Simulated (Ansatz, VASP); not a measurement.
Tl: VASP beside Ansatz

Contents of POSCAR:

```
Tl
1.0
    3.4559983565      0.0000000000      0.0000000000
   -1.7279991783      2.9929823722      0.0000000000
    0.0000000000      0.0000000000      5.5250000000
Tl
2
Direct
    0.3333333333      0.6666666667      0.2500000000
    0.6666666667      0.3333333333      0.7500000000
```

INCAR.step1

```
  ALGO = Normal
  EDIFF = 1E-4
  ENCUT = 520
  GGA = PE
  ISMEAR = 0
  LASPH = True
  LCHARG = False
  LREAL = False
  LWAVE = True
  NBANDS = 20
  NELM = 100
  PREC = Accurate
  SIGMA = 0.1
```

INCAR.step2

```
  ALGO = Normal
  EDIFF = 1E-7
  ENCUT = 520
  ISIF = 2
  ISMEAR = 0
  ISTART = 1
  LASPH = True
  LCHARG = False
  LMIXTAU = True
  LREAL = False
  LWAVE = False
  METAGGA = R2SCAN
  NBANDS = 20
  NELM = 100
  PREC = Accurate
  SIGMA = 0.1
```

KPOINTS

```
k-points
0
Gamma
  6 6 4
```

Input for Ansatz:

```yaml
crystal:
  lattice:
    - [3.4559983565, 0.0, 0.0]
    - [-1.7279991783, 2.9929823722, 0.0]
    - [0.0, 0.0, 5.525]
  atoms:
    - { symbol: Tl, position: [0.3333333333, 0.6666666667, 0.25] }
    - { symbol: Tl, position: [0.6666666667, 0.3333333333, 0.75] }
basis:
  ecutwfc: 500
kpoints:
  mp_grid: { grid: [6, 6, 4] }
hamiltonian:
  xc: r2scan
scf:
  occupations: { method: gaussian, width: 0.1 }
output:
  forces: true
  stress: true
  eigenvalues: true
```

Alike in both runs: task single point; functional r2SCAN; k mesh 6 × 6 × 4; occupations gaussian, width 0.1 eV; no spin polarisation.

```csv
,VASP,Ansatz
version,VASP 6.6.1,Ansatz 0.2.0
potentials or method,"VASP PAW PBE potentials, release 64 (Tl_d)","scalar-relativistic, plane waves, PAW"
plane-wave cutoff (eV),520,500
valence electrons in the cell,26,26
```

|  | VASP | Ansatz | Ansatz less VASP |
| --- | --- | --- | --- |
| gap on the k mesh at the Fermi level (eV) | none | none | - |
| pressure (GPa) | 1.8 | 1.8 | +0.02 |
| largest component of the traceless stress (GPa) | 1.68 | 1.67 | -0.017 |

A gap of «none» marks a metal or a gap that the smearing closes.

Caveats: the PAW data sets were made with another functional, which shifts forces and pressure a little (VASP). The runs have no spin-orbit coupling, so splittings on Tl are missing.
